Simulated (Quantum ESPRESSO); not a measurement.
**Mg in Quantum ESPRESSO: the effect of functional**

Crystal: Mg.

```
Mg
1.0
     3.20930    0.00000    0.00000
    -1.60465    2.77934    0.00000
     0.00000    0.00000    5.21030
Mg
2
Direct
  0.66667 0.33333 0.75000
  0.33333 0.66667 0.25000
```

Alike in all runs:

```yaml
Program: Quantum ESPRESSO 7.5
Task: band structure
Potentials_or_basis: SG15 PBE 1.2
Cutoff: 952 eV
Density_cutoff: 3810 eV
k_mesh: 10 × 10 × 5
Occupations: fermi-dirac, width 0.05 eV
Spin: no spin polarisation
```

```tsv
functional	dispersion	pressure (GPa)
LDA	-	-2.8
PBEsol	-	-1.0
RPBE	-	0.5
AM05	-	-0.8
rPW86PBE	rVV10	?
```

Q: What does the run with functional rPW86PBE give?

A: Pressure -1.6 GPa.

Caveats: the potentials were made for another functional, which shifts forces and pressure.

Runs at the PBE level aren't shown here.
